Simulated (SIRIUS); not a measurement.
Crystal: TaN.

```xyz
2
Lattice="0.0000 2.2113 2.2113 2.2113 0.0000 2.2113 2.2113 2.2113 0.0000" Properties=species:S:1:pos:R:3 pbc="T T T"
Ta    2.2113    2.2113    2.2113
N     0.0000    0.0000    0.0000
```

The cell comes from a database or a generator and needn't be the stable form of this composition.

Base run:

| Quantity | Value |
| --- | --- |
| Program | SIRIUS 7.12.0 |
| Functional | PW91 |
| Potentials or basis | PseudoDojo 0.4.1 PBE standard (scalar relativistic) |
| Cutoff | 1152 eV |
| Density cutoff | 4606 eV |
| k mesh | 10 × 10 × 10 |
| Occupations | fermi-dirac, width 0.05 eV |
| Spin | no spin polarisation |

Its results: band gap on the k mesh none (metal or under the smearing width); pressure -1.3 GPa.

Task: The run is repeated on the same cell with these changes: functional from PW91 to SG4; libxc names from ["XC_GGA_X_PW91", "XC_GGA_C_PW91"] to ["XC_GGA_X_SG4", "XC_GGA_C_SG4"]. What comes out?

Result: Band gap on the k mesh none (metal or under the smearing width); pressure -10.6 GPa.

Caveats: the potentials were made for another functional, which shifts forces and pressure; the potentials were made for a functional far from this one (some runs).
